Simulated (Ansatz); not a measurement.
**TiAl₃: a line through an energy map**

How does the energy of TiAl₃ (I4/mmm, No. 139; 4 atoms in the cell) vary with volume per atom, at c/a of the conventional cell = 2.128?

Computed with Ansatz 0.2.0 (DFT LDA, scalar-relativistic, plane waves, PAW, unless a step's input says otherwise).

16 further runs of the same task are left out: 16 set aside as unsound or not needed.

## Step 1: Starting point

The structure is tetragonal, space group I4/mmm (No. 139). The conventional cell has a = 3.779 Å, b = 3.779 Å, c = 8.484 Å, α = 90.00°, β = 90.00°, γ = 90.00°. Around Ti (site symmetry 4/mmm) lie 12 Al at 2.67 to 2.84 Å. Al (site symmetry 4/mmm) has 4 Ti at 2.67 Å and 8 Al at 2.84 Å as nearest neighbours. Al (site symmetry -4m2) has 8 Al at 2.67 to 2.84 Å and 4 Ti at 2.84 Å as nearest neighbours.

Coordinates:

```cif
data_structure
_symmetry_space_group_name_H-M 'I4/mmm'
_symmetry_Int_Tables_number 139
_cell_length_a 3.7787
_cell_length_b 3.7787
_cell_length_c 8.4835
_cell_angle_alpha 90.000
_cell_angle_beta 90.000
_cell_angle_gamma 90.000
_cell_volume 121.13
loop_
_atom_site_label
_atom_site_type_symbol
_atom_site_symmetry_multiplicity
_atom_site_Wyckoff_symbol
_atom_site_fract_x
_atom_site_fract_y
_atom_site_fract_z
_atom_site_occupancy
Ti1 Ti 2 a 0.00000 0.00000 0.00000 1
Al1 Al 2 b 0.50000 0.50000 0.00000 1
Al2 Al 4 d 0.00000 0.50000 0.25000 1
```

It goes back to an entry of the Materials Project, which need not be the stable form.

It is the result of an earlier relaxation at this level (volume 15.14 Å³/atom; gap on the mesh: none (metal)).

## Step 2: The scan

The energy is mapped over volume and the cell's shape.

- volume per atom: 7 values from 12.72 to 17.56 Å³
- c/a of the conventional cell: 7 values from 2.072 to 2.433

Nothing else is relaxed (symmetry fixes all fractional coordinates). Energies count from the relaxed crystal. Points are written as (first, second).

## Step 3: Grid point (12.72 Å³, 2.128)

Contents of input.yaml:

```yaml
crystal:
  lattice:
    - [-1.8147078063, 1.8147078063, 3.8622426242]
    - [1.8147078063, -1.8147078063, 3.8622426242]
    - [1.8147078063, 1.8147078063, -3.8622426242]
  atoms:
    - { symbol: Ti, position: [0.0, 0.0, 0.0] }
    - { symbol: Al, position: [0.5, 0.5, 0.0] }
    - { symbol: Al, position: [0.75, 0.25, 0.5] }
    - { symbol: Al, position: [0.25, 0.75, 0.5] }
basis:
  ecutwfc: 520.0
kpoints:
  mp_grid: { grid: [16, 16, 16] }
hamiltonian:
  xc: lda
  pseudopotentials: { kind: paw, azcp: { folder: soft_1 } }
scf:
  occupations: { method: gaussian, width: 0.15 }
output:
  forces: true
  stress: true
  eigenvalues: true
```

Run with:

```sh
$ ansatz run input.yaml --threads 2 --pin off --max-ram 4096MiB --backend cpu --events-out ev --progress --plain --runs-dir out
```

The program printed:

```text
Warning: <dir> the record states the generating functional pbe (its physics header spells it `PBE`), which answers neither for hamiltonian.xc's functional nor for the lda family's — results may be inconsistent (PPs are generated against a specific XC)
Warning: <dir> the record states the generating functional pbe (its physics header spells it `PBE`), which answers neither for hamiltonian.xc's functional nor for the lda family's — results may be inconsistent (PPs are generated against a specific XC)
Warning: RAYON_NUM_THREADS=2 ignored (pool sized by the plan → 2); use --threads N
Engine: ansatz 0.2.0, aarch64-unknown-linux-gnu
Pseudopotentials: kind: paw
Pseudopotential: Ti, paw, valence charge 12, recommended cutoff 420 eV (normal), <dir>
Pseudopotential: Al, paw, valence charge 3, recommended cutoff 420 eV (normal), <dir>
Functional definition: SPW92
  exchange = slater_x
  correlation = pw_c
Crystal: 4 atoms, lattice volume = 50.876 Å³
Basis set: ecut = 520 eV, 1371 PW (Γ)
Bands: 15, of which v1, the nominal top of the filled ones, is band 11 counted from 1 (10 counted from 0)
Symmetry: 16 space group operations
Space group: I4/mmm (ITA 139), of the structure as read, at distance tolerance 3.7e-5 Å
k-points: 349 of 4096
Non-local potential: Ti, projectors of the file, l = 0: 3, l = 1: 2, l = 2: 3, l = 3: 1
Non-local potential: Al, projectors of the file, l = 0: 2, l = 1: 2, l = 2: 1
PAW form: soft (Blöchl's): semilocal exchange-correlation on the pseudo side does not see the compensation charge
PAW frozen core: Ti, regenerated for the run's functional, and the local potential with it (the file was generated under x = pbe(κ = 0.804, μ = 0.2195149727645171), c = pbe(β = 0.06672455060314922))
PAW frozen core: Al, regenerated for the run's functional, and the local potential with it (the file was generated under x = pbe(κ = 0.804, μ = 0.2195149727645171), c = pbe(β = 0.06672455060314922))
PAW one-centre angular grid: Ti, 590 points (default); XC on 64 Gauss nodes
PAW one-centre angular grid: Al, 110 points (default); XC on 64 Gauss nodes
Initial density: superposition of atomic densities (chi_scale 0.1, normalization cell, long waves kept (reshape's long-wave potential 0.00 eV rms))
Initial wavefunctions: pseudopotential atomic-orbital guess
Functional: x = slater, c = lda
SCF iter   1: F=—  HF=-3990.294633 eV  |F-HF|=—  |Δ(HF+E_count)|=         —  Δρ=3.32e-2  dr2=6.49e-1  ethr=3.10e-3  ⟨swp⟩=5.3  Hψ=27939  notcnv=0
preconditioner: auto → Kerker (q_TF=auto, 2.354 Å⁻¹)  [metal: Δε(μ)=0.007 eV  Ē_g=6.311 eV  σ=0.150 eV  W_gap=0.02  n_scr=10 (ndim 8)  ℏωp=18.8 eV  f_vac=0.000  D(μ)=1.83/eV (n_scr^D=14)]
SCF iter   2: F=—  HF=-3989.978358 eV  |F-HF|=—  |Δ(HF+E_count)|=   3.16e-1  Δρ=2.14e-2  dr2=2.99e-1  ethr=3.09e-3  ⟨swp⟩=1.5  Hψ=8230  notcnv=0
SCF iter   3: F=—  HF=-3989.798659 eV  |F-HF|=—  |Δ(HF+E_count)|=   1.80e-1  Δρ=2.61e-3  dr2=3.21e-3  ethr=1.42e-3  ⟨swp⟩=2.8  Hψ=8872  notcnv=0
SCF iter   4: F=—  HF=-3989.796956 eV  |F-HF|=—  |Δ(HF+E_count)|=   1.70e-3  Δρ=6.20e-4  dr2=1.50e-4  ethr=1.53e-5  ⟨swp⟩=2.7  Hψ=8733  notcnv=0
SCF iter   5: F=—  HF=-3989.796881 eV  |F-HF|=—  |Δ(HF+E_count)|=   7.51e-5  Δρ=1.30e-4  dr2=1.11e-5  ethr=7.14e-7  ⟨swp⟩=2.0  Hψ=7204  notcnv=0
SCF iter   6: F=—  HF=-3989.796876 eV  |F-HF|=—  |Δ(HF+E_count)|=   5.17e-6  Δρ=2.32e-5  dr2=2.34e-7  ethr=5.30e-8  ⟨swp⟩=2.4  Hψ=7337  notcnv=0  defer=2
SCF iter   7: F=-3989.796876 eV  HF=-3989.796876 eV  |F-HF|=1.70e-9  |Δ(HF+E_count)|=   5.49e-8  Δρ=2.87e-6  dr2=3.48e-9  ethr=4.76e-10  ⟨swp⟩=5.0  Hψ=22615  notcnv=0
SCF 1 converged in 7 iterations: F = -3989.796876 eV  dr2 = 3.48e-9
SCF converged after 7 iterations
Free energy (F): -3989.796876 eV
Harris-Foulkes:  -3989.796876 eV  (|F-HF|=1.70e-9)
Internal energy: -3989.776607 eV  (E = F + TS)
E sigma→0 (E₀):  -3989.786741 eV
Entropy (-TS):   -0.020269 eV (-5.067 meV/atom)
Fermi energy:    12.003743 eV
--- Per-component energies (eV) ---
  E_band       = -98.727108
  E_kinetic    = 367.867367
  E_local      = -1147.551855  (includes V_loc(G=0)·N_el)
  E_nonlocal   = 102.870640
  E_hartree    = 506.138969
  E_xc         = -235.566076
  E_vxc        = -243.853316  (∫ρ·V_xc dr)
  E_paw        = -2333.144356  (= ΣΔE_a)
  E_vpaw       = -190.337399  (= ΣTr[D̂ρ^β])
  E_aug_tail   = -0.000023  (compensation charges beyond the density's cutoff)
  E_ewald      = -1250.884373
  E_core_change = 0.493100  (= ΣΔE_core)
  E_smearing   = -0.020269  (= −TS)
  E_closure    = -0.000000  (closes the sum)
  Σ components = -3989.796876   (vs F -3989.796876, Δ=0.00e0)
--- Forces (eV/Å), atoms counted from 1 ---
  atom   1  Ti    -0.00000000     0.00000000     0.00000000
  atom   2  Al    -0.00000000     0.00000000    -0.00000000
  atom   3  Al     0.00000000     0.00000000     0.00000000
  atom   4  Al     0.00000000     0.00000000     0.00000000
  max |Σ_I F_I| component: 3.47e-18 eV/Å
--- Stress (GPa, compression-positive) ---
       24.646876       0.000000       0.000000
        0.000000      24.646876       0.000000
        0.000000      -0.000000      37.610273
  P = ⅓ Tr σ = 28.9680 GPa (289.680 kbar)
--- Band table (eV; the first three rows and the last of 349) ---
  k-point 0: bands = ["-43.2453", "-19.9526", "-19.9526", "-19.8720", "0.8285", "9.2868", "9.5940", "10.0301", "10.3435", "10.3435", "12.8780", "13.9797", "13.9797", "14.3882", "15.5761"]
  k-point 1: bands = ["-43.2450", "-19.9551", "-19.9546", "-19.8717", "0.9210", "9.3437", "9.3625", "9.9633", "10.1225", "10.5940", "12.4365", "14.0856", "14.1666", "14.2671", "15.8055"]
  k-point 2: bands = ["-43.2443", "-19.9620", "-19.9601", "-19.8710", "1.1959", "8.9432", "9.5796", "9.5940", "9.7977", "10.9621", "11.5613", "14.0873", "14.3324", "14.4074", "16.1817"]
  k-point 348: bands = ["-43.2449", "-19.9537", "-19.9537", "-19.8845", "2.9201", "3.7820", "9.3807", "10.9061", "10.9061", "11.6422", "12.7109", "12.7109", "13.1238", "15.6153", "18.5055"]
```

It took 21 s on 2 threads of Arm Neoverse N1, shared host; peak memory 0.56 GiB.

On the map this point reads 206 meV/atom.

## Step 4: Point (13.53 Å³, 2.128)

input.yaml: that of step 3 with these lines changed.

```diff
@@ -2,5 +2,5 @@
   lattice:
-    - [-1.8147078063, 1.8147078063, 3.8622426242]
-    - [1.8147078063, -1.8147078063, 3.8622426242]
-    - [1.8147078063, 1.8147078063, -3.8622426242]
+    - [-1.8523036365, 1.8523036365, 3.9422578296]
+    - [1.8523036365, -1.8523036365, 3.9422578296]
+    - [1.8523036365, 1.8523036365, -3.9422578296]
   atoms:
```

Run with:

```sh
$ ansatz run input.yaml --threads 2 --pin off --max-ram 4096MiB --backend cpu --events-out ev --progress --plain --runs-dir out
```

The program printed:

```text
[... 34 lines left out ...]
SCF 1 converged in 7 iterations: F = -3990.250388 eV  dr2 = 4.62e-9
SCF converged after 7 iterations
Free energy (F): -3990.250388 eV
Harris-Foulkes:  -3990.250388 eV  (|F-HF|=2.94e-9)
Internal energy: -3990.229353 eV  (E = F + TS)
E sigma→0 (E₀):  -3990.239871 eV
Entropy (-TS):   -0.021036 eV (-5.259 meV/atom)
Fermi energy:    11.201212 eV
--- Per-component energies (eV) ---
  E_band       = -115.717661
  E_kinetic    = 362.523469
  E_local      = -1177.689846  (includes V_loc(G=0)·N_el)
  E_nonlocal   = 101.270884
  E_hartree    = 514.233066
  E_xc         = -233.446970
  E_vxc        = -241.209398  (∫ρ·V_xc dr)
  E_paw        = -2332.117608  (= ΣΔE_a)
  E_vpaw       = -189.077201  (= ΣTr[D̂ρ^β])
  E_aug_tail   = -0.000020  (compensation charges beyond the density's cutoff)
  E_ewald      = -1225.495428
  E_core_change = 0.493100  (= ΣΔE_core)
  E_smearing   = -0.021036  (= −TS)
  E_closure    = 0.000000  (closes the sum)
  Σ components = -3990.250388   (vs F -3990.250388, Δ=0.00e0)
--- Forces (eV/Å), atoms counted from 1 ---
  atom   1  Ti     0.00000000     0.00000000     0.00000000
  atom   2  Al     0.00000000     0.00000000     0.00000000
  atom   3  Al    -0.00000000    -0.00000000     0.00000000
  atom   4  Al    -0.00000000    -0.00000000     0.00000000
  max |Σ_I F_I| component: 4.51e-17 eV/Å
--- Stress (GPa, compression-positive) ---
       12.714622       0.000000       0.000000
        0.000000      12.714622      -0.000000
        0.000000       0.000000      24.422268
  P = ⅓ Tr σ = 16.6172 GPa (166.172 kbar)
--- Band table (eV; the first three rows and the last of 349) ---
  k-point 0: bands = ["-44.2390", "-20.9228", "-20.9228", "-20.8362", "0.3500", "8.5629", "8.8414", "9.3747", "9.6173", "9.6173", "12.0387", "13.0199", "13.0199", "13.5338", "14.3164"]
  k-point 1: bands = ["-44.2388", "-20.9247", "-20.9243", "-20.8360", "0.4381", "8.6312", "8.6350", "9.3000", "9.3900", "9.8197", "11.6033", "13.1232", "13.2009", "13.4038", "14.5560"]
  k-point 2: bands = ["-44.2383", "-20.9299", "-20.9285", "-20.8354", "0.7004", "8.2709", "8.8406", "8.8557", "9.1154", "10.1310", "10.7546", "13.2142", "13.3597", "13.4246", "14.9637"]
  k-point 348: bands = ["-44.2387", "-20.9236", "-20.9236", "-20.8451", "2.3495", "3.1870", "8.7056", "10.0620", "10.0620", "10.8803", "11.8948", "11.8948", "12.2564", "14.6611", "17.0916"]
```

Run time: 22 s. Hardware: 2 threads of Arm Neoverse N1, shared host; peak memory 0.58 GiB.

Energy on the map's scale: 93 meV/atom.

## Step 5: Grid point (15.14 Å³, 2.128)

input.yaml: that of step 4 with these lines changed.

```diff
@@ -2,5 +2,5 @@
   lattice:
-    - [-1.8523036365, 1.8523036365, 3.9422578296]
-    - [1.8523036365, -1.8523036365, 3.9422578296]
-    - [1.8523036365, 1.8523036365, -3.9422578296]
+    - [-1.9232899114, 1.9232899114, 4.0933379185]
+    - [1.9232899114, -1.9232899114, 4.0933379185]
+    - [1.9232899114, 1.9232899114, -4.0933379185]
   atoms:
```

Run with:

```sh
$ ansatz run input.yaml --threads 2 --pin off --max-ram 4096MiB --backend cpu --events-out ev --progress --plain --runs-dir out
```

The program printed:

```text
[... 34 lines left out ...]
SCF 1 converged in 7 iterations: F = -3990.556352 eV  dr2 = 6.85e-9
SCF converged after 7 iterations
Free energy (F): -3990.556352 eV
Harris-Foulkes:  -3990.556352 eV  (|F-HF|=4.78e-9)
Internal energy: -3990.533493 eV  (E = F + TS)
E sigma→0 (E₀):  -3990.544922 eV
Entropy (-TS):   -0.022859 eV (-5.715 meV/atom)
Fermi energy:    9.822552 eV
--- Per-component energies (eV) ---
  E_band       = -144.778416
  E_kinetic    = 353.637301
  E_local      = -1232.444933  (includes V_loc(G=0)·N_el)
  E_nonlocal   = 98.893727
  E_hartree    = 529.412434
  E_xc         = -229.722568
  E_vxc        = -236.539706  (∫ρ·V_xc dr)
  E_paw        = -2330.538638  (= ΣΔE_a)
  E_vpaw       = -187.146849  (= ΣTr[D̂ρ^β])
  E_aug_tail   = -0.000024  (compensation charges beyond the density's cutoff)
  E_ewald      = -1180.263892
  E_core_change = 0.493100  (= ΣΔE_core)
  E_smearing   = -0.022859  (= −TS)
  E_closure    = -0.000000  (closes the sum)
  Σ components = -3990.556352   (vs F -3990.556352, Δ=0.00e0)
--- Forces (eV/Å), atoms counted from 1 ---
  atom   1  Ti    -0.00000000     0.00000000     0.00000000
  atom   2  Al     0.00000000     0.00000000    -0.00000000
  atom   3  Al     0.00000000    -0.00000000     0.00000000
  atom   4  Al    -0.00000000     0.00000000    -0.00000000
  max |Σ_I F_I| component: 6.94e-18 eV/Å
--- Stress (GPa, compression-positive) ---
       -3.174879       0.000000       0.000000
        0.000000      -3.174879       0.000000
        0.000000      -0.000000       6.487687
  P = ⅓ Tr σ = 0.0460 GPa (0.460 kbar)
--- Band table (eV; the first three rows and the last of 349) ---
  k-point 0: bands = ["-45.9540", "-22.6002", "-22.6002", "-22.5068", "-0.4356", "7.3046", "7.5743", "8.2443", "8.3782", "8.3782", "10.5856", "11.3995", "11.3995", "12.0866", "12.1496"]
  k-point 1: bands = ["-45.9539", "-22.6013", "-22.6011", "-22.5067", "-0.3548", "7.3699", "7.4224", "8.1346", "8.1586", "8.5123", "10.1693", "11.4961", "11.5601", "11.9274", "12.4102"]
  k-point 2: bands = ["-45.9536", "-22.6043", "-22.6037", "-22.5063", "-0.1139", "7.1297", "7.5532", "7.5853", "7.9484", "8.7375", "9.3752", "11.7061", "11.7083", "11.7469", "12.8715"]
  k-point 348: bands = ["-45.9539", "-22.6007", "-22.6007", "-22.5115", "1.4060", "2.2003", "7.5283", "8.6478", "8.6478", "9.5638", "10.4789", "10.4789", "10.7583", "13.0027", "14.6771"]
```

Run time: 23 s. Hardware: 2 threads of Arm Neoverse N1, shared host; peak memory 0.61 GiB.

Energy on the map's scale: 17 meV/atom.

## Step 6: The run at (15.95 Å³, 2.128)

input.yaml: that of step 5 with these lines changed.

```diff
@@ -2,5 +2,5 @@
   lattice:
-    - [-1.9232899114, 1.9232899114, 4.0933379185]
-    - [1.9232899114, -1.9232899114, 4.0933379185]
-    - [1.9232899114, 1.9232899114, -4.0933379185]
+    - [-1.9568920595, 1.9568920595, 4.1648533702]
+    - [1.9568920595, -1.9568920595, 4.1648533702]
+    - [1.9568920595, 1.9568920595, -4.1648533702]
   atoms:
```

Run with:

```sh
$ ansatz run input.yaml --threads 2 --pin off --max-ram 4096MiB --backend cpu --events-out ev --progress --plain --runs-dir out
```

The program printed:

```text
Warning: <dir> the record states the generating functional pbe (its physics header spells it `PBE`), which answers neither for hamiltonian.xc's functional nor for the lda family's — results may be inconsistent (PPs are generated against a specific XC)
Warning: <dir> the record states the generating functional pbe (its physics header spells it `PBE`), which answers neither for hamiltonian.xc's functional nor for the lda family's — results may be inconsistent (PPs are generated against a specific XC)
Warning: RAYON_NUM_THREADS=2 ignored (pool sized by the plan → 2); use --threads N
Engine: ansatz 0.2.0, aarch64-unknown-linux-gnu
Pseudopotentials: kind: paw
Pseudopotential: Ti, paw, valence charge 12, recommended cutoff 420 eV (normal), <dir>
Pseudopotential: Al, paw, valence charge 3, recommended cutoff 420 eV (normal), <dir>
Functional definition: SPW92
  exchange = slater_x
  correlation = pw_c
Crystal: 4 atoms, lattice volume = 63.796 Å³
Basis set: ecut = 520 eV, 1711 PW (Γ)
Bands: 15, of which v1, the nominal top of the filled ones, is band 11 counted from 1 (10 counted from 0)
Symmetry: 16 space group operations
Space group: I4/mmm (ITA 139), of the structure as read, at distance tolerance 4.0e-5 Å
k-points: 349 of 4096
Non-local potential: Ti, projectors of the file, l = 0: 3, l = 1: 2, l = 2: 3, l = 3: 1
Non-local potential: Al, projectors of the file, l = 0: 2, l = 1: 2, l = 2: 1
PAW form: soft (Blöchl's): semilocal exchange-correlation on the pseudo side does not see the compensation charge
PAW frozen core: Ti, regenerated for the run's functional, and the local potential with it (the file was generated under x = pbe(κ = 0.804, μ = 0.2195149727645171), c = pbe(β = 0.06672455060314922))
PAW frozen core: Al, regenerated for the run's functional, and the local potential with it (the file was generated under x = pbe(κ = 0.804, μ = 0.2195149727645171), c = pbe(β = 0.06672455060314922))
PAW one-centre angular grid: Ti, 590 points (default); XC on 64 Gauss nodes
PAW one-centre angular grid: Al, 110 points (default); XC on 64 Gauss nodes
Initial density: superposition of atomic densities (chi_scale 0.1, normalization cell, long waves kept (reshape's long-wave potential 0.00 eV rms))
Initial wavefunctions: pseudopotential atomic-orbital guess
Functional: x = slater, c = lda
SCF iter   1: F=—  HF=-3990.843493 eV  |F-HF|=—  |Δ(HF+E_count)|=         —  Δρ=2.79e-2  dr2=5.97e-1  ethr=3.10e-3  ⟨swp⟩=5.2  Hψ=26973  notcnv=0
preconditioner: auto → Kerker (q_TF=auto, 2.267 Å⁻¹)  [metal: Δε(μ)=0.001 eV  Ē_g=5.388 eV  σ=0.150 eV  W_gap=0.00  n_scr=10 (ndim 8)  ℏωp=16.8 eV  f_vac=0.000  D(μ)=2.10/eV (n_scr^D=14)]
SCF iter   2: F=—  HF=-3990.635204 eV  |F-HF|=—  |Δ(HF+E_count)|=   2.08e-1  Δρ=1.74e-2  dr2=2.62e-1  ethr=2.84e-3  ⟨swp⟩=2.0  Hψ=9402  notcnv=0  defer=2
SCF iter   3: F=—  HF=-3990.500820 eV  |F-HF|=—  |Δ(HF+E_count)|=   1.34e-1  Δρ=1.96e-3  dr2=2.39e-3  ethr=1.25e-3  ⟨swp⟩=2.7  Hψ=8844  notcnv=0  defer=3
SCF iter   4: F=—  HF=-3990.499738 eV  |F-HF|=—  |Δ(HF+E_count)|=   1.08e-3  Δρ=5.17e-4  dr2=1.26e-4  ethr=1.14e-5  ⟨swp⟩=2.7  Hψ=8660  notcnv=0  defer=3
SCF iter   5: F=—  HF=-3990.499683 eV  |F-HF|=—  |Δ(HF+E_count)|=   5.44e-5  Δρ=8.81e-5  dr2=7.20e-6  ethr=6.01e-7  ⟨swp⟩=2.0  Hψ=7430  notcnv=0  defer=3
SCF iter   6: F=—  HF=-3990.499678 eV  |F-HF|=—  |Δ(HF+E_count)|=   5.77e-6  Δρ=1.53e-5  dr2=9.88e-8  ethr=4.76e-10  ⟨swp⟩=3.4  Hψ=21368  notcnv=0
SCF iter   7: F=-3990.499678 eV  HF=-3990.499678 eV  |F-HF|=3.98e-9  |Δ(HF+E_count)|=   2.45e-8  Δρ=3.32e-6  dr2=6.71e-9  ethr=4.70e-10  ⟨swp⟩=2.0  Hψ=18575  notcnv=0
the search or the solves at the SCF's close seem to have found levels that the self-consistency loop had missed (the run counts 1). By its estimate they hold under 1e-12 electrons; where the run keeps them, the occupations were computed again with them
SCF 1 converged in 7 iterations: F = -3990.499678 eV  dr2 = 6.71e-9
SCF converged after 7 iterations
Free energy (F): -3990.499678 eV
Harris-Foulkes:  -3990.499678 eV  (|F-HF|=3.98e-9)
Internal energy: -3990.475786 eV  (E = F + TS)
E sigma→0 (E₀):  -3990.487732 eV
Entropy (-TS):   -0.023891 eV (-5.973 meV/atom)
Fermi energy:    9.225693 eV
--- Per-component energies (eV) ---
  E_band       = -157.299344
  E_kinetic    = 349.927249
  E_local      = -1257.453253  (includes V_loc(G=0)·N_el)
  E_nonlocal   = 98.026392
  E_hartree    = 536.542757
  E_xc         = -228.080688
  E_vxc        = -234.471310  (∫ρ·V_xc dr)
  E_paw        = -2329.933953  (= ΣΔE_a)
  E_vpaw       = -186.411142  (= ΣTr[D̂ρ^β])
  E_aug_tail   = -0.000024  (compensation charges beyond the density's cutoff)
  E_ewald      = -1159.997367
  E_core_change = 0.493100  (= ΣΔE_core)
  E_smearing   = -0.023891  (= −TS)
  E_closure    = 0.000000  (closes the sum)
  Σ components = -3990.499678   (vs F -3990.499678, Δ=0.00e0)
--- Forces (eV/Å), atoms counted from 1 ---
  atom   1  Ti    -0.00000000     0.00000000     0.00000000
  atom   2  Al     0.00000000    -0.00000000    -0.00000000
  atom   3  Al     0.00000000    -0.00000000     0.00000000
  atom   4  Al    -0.00000000    -0.00000000    -0.00000000
  max |Σ_I F_I| component: 1.04e-17 eV/Å
--- Stress (GPa, compression-positive) ---
       -8.363276       0.000000       0.000000
        0.000000      -8.363276       0.000000
        0.000000       0.000000       0.463883
  P = ⅓ Tr σ = -5.4209 GPa (-54.209 kbar)
--- Band table (eV; the first three rows and the last of 349) ---
  k-point 0: bands = ["-46.6980", "-23.3293", "-23.3293", "-23.2342", "-0.7616", "6.7528", "7.0368", "7.7529", "7.8452", "7.8452", "9.9522", "10.7097", "10.7097", "11.2115", "11.4675"]
  k-point 1: bands = ["-46.6979", "-23.3301", "-23.3300", "-23.2341", "-0.6839", "6.8150", "6.9063", "7.5916", "7.6637", "7.9553", "9.5482", "10.8021", "10.8566", "11.2890", "11.4835"]
  k-point 2: bands = ["-46.6977", "-23.3325", "-23.3320", "-23.2338", "-0.4521", "6.6417", "6.9875", "7.0333", "7.4454", "8.1481", "8.7813", "11.0010", "11.0244", "11.0490", "11.9682"]
  k-point 348: bands = ["-46.6979", "-23.3296", "-23.3296", "-23.2377", "1.0115", "1.7869", "7.0104", "8.0501", "8.0501", "8.9904", "9.8606", "9.8606", "10.1069", "12.2757", "13.6401"]
```

Run time: 34 s. Hardware: 2 threads of Arm Neoverse N1, shared host; peak memory 0.63 GiB.

That is 31 meV/atom from the zero.

[end of part 1 of 2]
